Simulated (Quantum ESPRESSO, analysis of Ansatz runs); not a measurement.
# Al2O3 (R-3c), nudged elastic band: V_O hop (2.6 Å) (q = +2) (Quantum ESPRESSO)

How high is the barrier when O changes place in Al2O3 (R-3c)? The case: V_O hop (2.6 Å), charge +2, in a cell of 80 host atoms with 1 O taken out.

Calculated with Quantum ESPRESSO 7.5; Quantum ESPRESSO plane-wave DFT, PBEsol, GBRV 1.5 PBEsol potentials; nudged elastic band between two relaxed defect structures at fixed charge in a uniform background.

## (1) Starting point

The cell holds 79 atoms: 32 Al and 47 O. Its edges and angles: a = 10.279 Å, b = 10.279 Å, c = 10.279 Å, α = 55.4°, β = 55.4°, γ = 55.4°. It derives from Al2O3 (space group R-3c). Nearest the centre at fractional (0.750, 0.250, 0.500): O57 at 1.29 Å, Al41 at 1.37 Å, Al53 at 1.41 Å, O64 at 2.28 Å, O79 at 2.30 Å, O46 at 2.50 Å, O56 at 2.51 Å, Al42 at 2.78 Å. The cell carries charge +2.

The cell's shortest repeat is 9.6 Å.

## (2) Relaxation of the start point, charge +2

A barrier is counted from a minimum, so both ends are relaxed first. Small random displacements break the symmetry of the ideal sites, so that the defect can distort if it gains by it. The charge of +2 is set by the electron count, and a uniform background keeps the cell neutral.

pw.in

```
&CONTROL
  calculation = 'relax'
  prefix = 'pwscf'
  outdir = './tmp'
  pseudo_dir = './pseudo'
  tprnfor = .true.
  disk_io = 'low'
  nstep = 70
  forc_conv_thr = 0.0012
  etot_conv_thr = 0.0001
/
&SYSTEM
  ibrav = 0
  nat = 79
  ntyp = 2
  ecutwfc = 36
  ecutrho = 288
  nbnd = 192
  occupations = 'fixed'
  tot_charge = 2
  nosym = .true.
/
&ELECTRONS
  conv_thr = 8d-08
  electron_maxstep = 100
  mixing_beta = 0.5
/
&IONS
  ion_dynamics = 'bfgs'
/
ATOMIC_SPECIES
Al    26.9815 al_pbesol_v1.uspp.F.UPF
O     15.9990 o_pbesol_v1.2.uspp.F.UPF
CELL_PARAMETERS angstrom
   4.7750098535    2.7568532772    8.6755440955
  -4.7750098535    2.7568532772    8.6755440955
   0.0000000000   -5.5137065544    8.6755440955
ATOMIC_POSITIONS crystal
Al     0.3239534166    0.3239534166    0.3239534166
Al     0.4226627867    0.4266359628    0.4264060309
Al     0.0739534167    0.0739534167    0.0739534167
Al     0.1752979240    0.1797923569    0.1744723187
O      0.2205901812    0.0257353301    0.3785665208
O      0.4720739709    0.1250000000    0.2779260291
O      0.0243823279    0.3755130827    0.2229416041
O      0.3750000000    0.2220739709    0.0279260291
O      0.1239133714    0.2764499207    0.4711948434
O      0.2779260291    0.4720739709    0.1250000000
Al     0.3203320564    0.3254508819    0.8242755920
Al     0.4260465834    0.4260465834    0.9260465834
Al     0.0747355440    0.0749282864    0.5702927260
Al     0.1760465834    0.1760465834    0.6760465834
O      0.2220739709    0.0279260291    0.8750000000
O      0.4702902929    0.1286961653    0.7762462179
O      0.0279260291    0.3750000000    0.7220739709
O      0.3727735121    0.2255007342    0.5282219691
O      0.1250000000    0.2779260291    0.9720739709
O      0.2802038497    0.4719197198    0.6215209397
Al     0.3239534166    0.8239534166    0.3239534166
Al     0.4260465834    0.9260465834    0.4260465834
Al     0.0739534167    0.5739534166    0.0739534167
Al     0.1760465834    0.6760465834    0.1760465834
O      0.2220739709    0.5279260291    0.3750000000
O      0.4734278497    0.6212429519    0.2788252587
O      0.0279260291    0.8750000000    0.2220739709
O      0.3750000000    0.7220739709    0.0279260291
O      0.1250000000    0.7779260291    0.4720739709
O      0.2779260291    0.9720739709    0.1250000000
Al     0.3239534166    0.8239534166    0.8239534166
Al     0.4260465834    0.9260465834    0.9260465834
Al     0.0739534167    0.5739534166    0.5739534166
Al     0.1760465834    0.6760465834    0.6760465834
O      0.2220739709    0.5279260291    0.8750000000
O      0.4720739709    0.6250000000    0.7779260291
O      0.0277694020    0.8763152664    0.7241413279
O      0.3750000000    0.7220739709    0.5279260291
O      0.1250000000    0.7779260291    0.9720739709
O      0.2779260291    0.9720739709    0.6250000000
Al     0.8224304233    0.3215096911    0.3272470836
Al     0.9226437836    0.4280436231    0.4279921436
Al     0.5739534166    0.0739534167    0.0739534167
Al     0.6760465834    0.1760465834    0.1760465834
O      0.7216023415    0.0270398826    0.3785341053
O      0.9748608388    0.1216207702    0.2778735856
O      0.5272462265    0.3749999358    0.2253247957
O      0.8750000000    0.2220739709    0.0279260291
O      0.7764327902    0.4726524618    0.1282042701
Al     0.8239534166    0.3239534166    0.8239534166
Al     0.9260465834    0.4260465834    0.9260465834
Al     0.5718693415    0.0717652647    0.5760670276
Al     0.6743560060    0.1781226730    0.6781485252
O      0.7192683908    0.0283784694    0.8782543127
O      0.9728326257    0.1214122968    0.7804006099
O      0.5257708565    0.3748202801    0.7256731194
O      0.8739270188    0.2211958041    0.5264363236
O      0.6250000000    0.2779260291    0.9720739709
O      0.7759688199    0.4734024580    0.6278080232
Al     0.8239534166    0.8239534166    0.3239534166
Al     0.9243316116    0.9273384612    0.4288334470
Al     0.5739534166    0.5739534166    0.0739534167
Al     0.6798505378    0.6746155276    0.1746106970
O      0.7202749512    0.5281286641    0.3784525918
O      0.9720739709    0.6250000000    0.2779260291
O      0.5279260291    0.8750000000    0.2220739709
O      0.8750000000    0.7220739709    0.0279260291
O      0.6250000000    0.7779260291    0.4720739709
O      0.7779260291    0.9720739709    0.1250000000
Al     0.8216123896    0.8265866225    0.8220156169
Al     0.9260465834    0.9260465834    0.9260465834
Al     0.5710814297    0.5773158693    0.5735351349
Al     0.6760465834    0.6760465834    0.6760465834
O      0.7220739709    0.5279260291    0.8750000000
O      0.9720739709    0.6250000000    0.7779260291
O      0.5279260291    0.8750000000    0.7220739709
O      0.8750000000    0.7220739709    0.5279260291
O      0.6250000000    0.7779260291    0.9720739709
O      0.7797853999    0.9690646554    0.6273248287
K_POINTS gamma
```

Command:

```bash
> OMP_NUM_THREADS=1 mpirun -n 8 pw.x -in pw.in > pw.out
```

The log of the run:

```text
[shortened: banners, details of potentials and solvers, and blank lines are left out]
     gamma-point specific algorithms are used
     one sub-group per band group will be used
     scalapack distributed-memory algorithm (size of sub-group:  2*  2 procs)
     bravais-lattice index     =            0
     lattice parameter (alat)  =      19.4252  a.u.
     unit-cell volume          =    4624.1562 (a.u.)^3
     number of atoms/cell      =           79
     number of atomic types    =            2
     number of electrons       =       376.00
     number of Kohn-Sham states=          192
     kinetic-energy cutoff     =      36.0000  Ry
     charge density cutoff     =     288.0000  Ry
     scf convergence threshold =      8.0E-08
     mixing beta               =       0.5000
     number of iterations used =            8  plain     mixing
     energy convergence thresh.=      1.0E-04
     force convergence thresh. =      1.2E-03
     Exchange-correlation= SLA  PW   PSX  PSC
                           (   1   4  10   8   0   0   0)
     nstep                     =           70
     crystal axes: (cart. coord. in units of alat)
               a(1) = (   0.464522   0.268192   0.843974 )
               a(2) = (  -0.464522   0.268192   0.843974 )
               a(3) = (   0.000000  -0.536384   0.843974 )
     PseudoPot. # 1 for Al read from file:
     al_pbesol_v1.uspp.F.UPF
     Pseudo is Ultrasoft + core correction, Zval =  3.0
[...]
PseudoPot. # 2 for O  read from file:
     o_pbesol_v1.2.uspp.F.UPF
     Pseudo is Ultrasoft + core correction, Zval =  6.0
[...]
atomic species   valence    mass     pseudopotential
     Al                3.00    26.98150     Al( 1.00)
     O                 6.00    15.99900     O ( 1.00)
     No symmetry found
     site n.     atom                  positions (alat units)
         1        Al     tau(   1) = (  -0.0000000   0.0000000   0.8202247  )
         2        Al     tau(   2) = (  -0.0018456  -0.0009422   1.0766616  )
         3        Al     tau(   3) = (  -0.0000000  -0.0000000   0.1872443  )
         4        Al     tau(   4) = (  -0.0020878   0.0016482   0.4469370  )
         5        O      tau(   5) = (   0.0905144  -0.1369945   0.5273926  )
         6        O      tau(   6) = (   0.1612236   0.0110554   0.7384772  )
         7        O      tau(   7) = (  -0.1631081  -0.0123336   0.5256582  )
         8        O      tau(   8) = (   0.0710376   0.1451514   0.5274837  )
[...]
number of k points=     1
                       cart. coord. in units 2pi/alat
        k(    1) = (   0.0000000   0.0000000   0.0000000), wk =   2.0000000
     Dense  grid:   190929 G-vectors     FFT dimensions: ( 108, 108, 108)
     Smooth grid:    67502 G-vectors     FFT dimensions: (  75,  75,  75)
     starting charge     377.9246, renormalised to     376.0000
     Self-consistent Calculation
     iteration #  1     ecut=    36.00 Ry     beta= 0.50
     total energy              =   -1734.48164378 Ry
     estimated scf accuracy    <      17.89224152 Ry
     iteration #  2     ecut=    36.00 Ry     beta= 0.50
     total energy              =   -1739.15531608 Ry
     estimated scf accuracy    <       3.60410609 Ry
     iteration #  3     ecut=    36.00 Ry     beta= 0.50
     total energy              =   -1739.89346045 Ry
     estimated scf accuracy    <       0.96744694 Ry
[...]
[... 77 further cycles ...]
[...]
estimated scf accuracy    <       0.00000057 Ry
     iteration #  4     ecut=    36.00 Ry     beta= 0.50
     total energy              =   -1740.15364608 Ry
     estimated scf accuracy    <       0.00000009 Ry
     iteration #  5     ecut=    36.00 Ry     beta= 0.50
     total energy              =   -1740.15364608 Ry
     estimated scf accuracy    <          7.2E-09 Ry
     iteration #  6     ecut=    36.00 Ry     beta= 0.50
     End of self-consistent calculation
          k = 0.0000 0.0000 0.0000 (  8449 PWs)   bands (ev):
   -11.7202 -10.8394 -10.7650 -10.6814 -10.6475 -10.5685 -10.5613 -10.5538
   -10.5372 -10.4990 -10.4973 -10.4485  -9.9838  -9.8593  -9.8427  -9.7116
    -9.6882  -9.6181  -9.5617  -9.4614  -9.4471  -9.3869  -9.3694  -9.2305
    -9.1972  -9.1906  -9.1644  -9.1127  -9.1004  -9.0690  -9.0570  -9.0341
    -9.0287  -9.0163  -8.9623  -8.9453  -8.9286  -8.9095  -8.9007  -8.8809
    -8.8766  -8.8690  -8.7817  -8.7398  -8.6898  -8.6272  -8.6228   0.5035
     0.8343   0.8725   0.9297   0.9781   1.0272   1.0796   1.2117   1.2409
     1.3104   1.4745   1.5353   1.6457   1.7286   1.7983   1.8030   1.8518
[...]
highest occupied, lowest unoccupied level (ev):     7.3905   10.9764
!    total energy              =   -1740.15364609 Ry
     estimated scf accuracy    <          5.5E-10 Ry
     The total energy is the sum of the following terms:
     one-electron contribution =    -331.82772696 Ry
     hartree contribution      =     437.89402201 Ry
     xc contribution           =    -484.52738533 Ry
     ewald contribution        =   -1361.69255581 Ry
     convergence has been achieved in   6 iterations
     Forces acting on atoms (cartesian axes, Ry/au):
     atom    1 type  1   force =     0.00009521   -0.00006489   -0.00017879
     atom    2 type  1   force =     0.00014606    0.00007536    0.00010976
     atom    3 type  1   force =    -0.00061068   -0.00068846    0.00048717
     atom    4 type  1   force =    -0.00007486    0.00002257   -0.00035217
     atom    5 type  2   force =     0.00013520    0.00023061    0.00043531
     atom    6 type  2   force =     0.00046278    0.00067314   -0.00023844
     atom    7 type  2   force =     0.00000933    0.00074650   -0.00040351
     atom    8 type  2   force =    -0.00012302    0.00026355   -0.00002308
[...]
Total force =     0.006296     Total SCF correction =     0.000045
     Energy error            =      1.0E-04 Ry
     Gradient error          =      1.2E-03 Ry/Bohr
     number of scf cycles    =  12
     number of bfgs steps    =  11
     energy             old  =   -1740.1535453815 Ry
     energy             new  =   -1740.1536460856 Ry
     CASE: energy            _new < energy            _old
     new trust radius        =       0.0054401014 bohr
     new conv_thr            =       0.0000000008 Ry
ATOMIC_POSITIONS (crystal)
Al               0.3210871307        0.3216192863        0.3215559006
Al               0.3955126206        0.4467535364        0.4184999197
Al               0.0737829063        0.0748349269        0.0730374252
Al               0.1864058527        0.1723723177        0.1710915968
O                0.2219916069        0.0282746971        0.3751616569
O                0.4713921591        0.1243253525        0.2803201685
O                0.0407065532        0.3730202628        0.2193011958
O                0.3811538192        0.2205394019        0.0229911430
[...]
Self-consistent Calculation
     iteration #  1     ecut=    36.00 Ry     beta= 0.50
     total energy              =   -1740.15369907 Ry
     estimated scf accuracy    <       0.00002998 Ry
     iteration #  2     ecut=    36.00 Ry     beta= 0.50
     total energy              =   -1740.15370074 Ry
     estimated scf accuracy    <       0.00000319 Ry
     iteration #  3     ecut=    36.00 Ry     beta= 0.50
     total energy              =   -1740.15370121 Ry
     estimated scf accuracy    <       0.00000030 Ry
     iteration #  4     ecut=    36.00 Ry     beta= 0.50
     total energy              =   -1740.15370125 Ry
     estimated scf accuracy    <       0.00000005 Ry
     iteration #  5     ecut=    36.00 Ry     beta= 0.50
     total energy              =   -1740.15370126 Ry
     estimated scf accuracy    <          3.8E-09 Ry
     iteration #  6     ecut=    36.00 Ry     beta= 0.50
     End of self-consistent calculation
          k = 0.0000 0.0000 0.0000 (  8449 PWs)   bands (ev):
   -11.7202 -10.8391 -10.7651 -10.6817 -10.6472 -10.5695 -10.5620 -10.5532
   -10.5383 -10.4988 -10.4968 -10.4505  -9.9826  -9.8596  -9.8437  -9.7132
    -9.6887  -9.6190  -9.5615  -9.4619  -9.4474  -9.3856  -9.3698  -9.2289
    -9.1997  -9.1919  -9.1642  -9.1131  -9.1008  -9.0696  -9.0564  -9.0324
    -9.0275  -9.0165  -8.9618  -8.9458  -8.9287  -8.9087  -8.9012  -8.8805
    -8.8760  -8.8689  -8.7825  -8.7394  -8.6882  -8.6265  -8.6223   0.5031
     0.8337   0.8725   0.9294   0.9784   1.0269   1.0801   1.2118   1.2415
     1.3103   1.4744   1.5346   1.6459   1.7286   1.7977   1.8028   1.8522
[...]
highest occupied, lowest unoccupied level (ev):     7.3909   10.9785
!    total energy              =   -1740.15370126 Ry
     estimated scf accuracy    <          2.6E-10 Ry
     The total energy is the sum of the following terms:
     one-electron contribution =    -331.81523128 Ry
     hartree contribution      =     437.88766363 Ry
     xc contribution           =    -484.52787160 Ry
     ewald contribution        =   -1361.69826201 Ry
     convergence has been achieved in   6 iterations
     Forces acting on atoms (cartesian axes, Ry/au):
     atom    1 type  1   force =    -0.00005188    0.00003012   -0.00037169
     atom    2 type  1   force =    -0.00013530    0.00012975   -0.00003023
     atom    3 type  1   force =    -0.00046793   -0.00029740   -0.00000177
     atom    4 type  1   force =    -0.00006249    0.00018475   -0.00003761
     atom    5 type  2   force =     0.00018675    0.00028587    0.00011573
     atom    6 type  2   force =     0.00022666    0.00050793   -0.00001158
     atom    7 type  2   force =     0.00014045    0.00003096   -0.00061001
     atom    8 type  2   force =     0.00002859    0.00025335   -0.00032106
[...]
Total force =     0.004701     Total SCF correction =     0.000034
     Energy error            =      5.5E-05 Ry
     Gradient error          =      8.4E-04 Ry/Bohr
     bfgs converged in  13 scf cycles and  12 bfgs steps
     (criteria: energy <  1.0E-04 Ry, force <  1.2E-03 Ry/Bohr)
     End of BFGS Geometry Optimization
     Final energy             =   -1740.1537012581 Ry
Begin final coordinates
ATOMIC_POSITIONS (crystal)
Al               0.3210871307        0.3216192863        0.3215559006
Al               0.3955126206        0.4467535364        0.4184999197
Al               0.0737829063        0.0748349269        0.0730374252
Al               0.1864058527        0.1723723177        0.1710915968
O                0.2219916069        0.0282746971        0.3751616569
O                0.4713921591        0.1243253525        0.2803201685
O                0.0407065532        0.3730202628        0.2193011958
O                0.3811538192        0.2205394019        0.0229911430
[...]
End final coordinates
   JOB DONE.
```

Run time: 2.3 min. Hardware: 8 MPI ranks of Arm Neoverse V1, shared host; peak memory 1.2 GiB.

Relaxation path:

```csv
step,energy less that of the first step (eV)
0,0.0000
1,-1.9881
2,-2.6088
3,-2.7882
4,-2.8952
5,-2.9365
6,-2.9720
7,-2.9863
8,-2.9949
9,-2.9997
10,-3.0025
11,-3.0039
12,-3.0046
```

The atoms that moved most (Å):

```csv
atom,dx,dy,dz,length
Al41,0.099,0.245,0.157,0.307
Al2,-0.226,0.024,-0.130,0.261
Al53,0.098,-0.104,0.102,0.176
Al52,0.053,-0.107,-0.105,0.158
O7,0.090,0.058,0.088,0.139
O79,-0.120,0.060,0.005,0.134
O56,0.045,0.082,-0.079,0.123
O25,-0.080,-0.043,-0.069,0.114
```

Neighbours of O57 at the end:

```csv
atom,distance (Å)
Al53,1.850
Al13,1.920
Al41,1.944
Al42,2.045
O64,2.466
O7,2.572
O79,2.637
O9,2.674
O46,2.679
```

This step gave:

```yaml
highest_filled_level: 7.391 eV
lowest_empty_level: 10.98 eV
r_m_s_move_of_the_farther_half_of_the_atoms: 0.03727 Å
largest_move_from_the_ideal_geometry_of_this_structure_a_common_shift_of_the_far_atoms_taken_out: 0.2908 Å
```

The relaxation gained 3.005 eV and ended with a largest force component of 0.022 eV/Å.

(Continued in part 2 of 3.)

[Logs are printed without paths, hosts, clocks, repeated set-up lines and the standing remarks that a program may print on its own settings, such as how far it seeks lower states.]

[Hosts, paths, dates, database ids (printed as entryN), source tags and the programs' standing remarks are cut or masked in the printed files.]
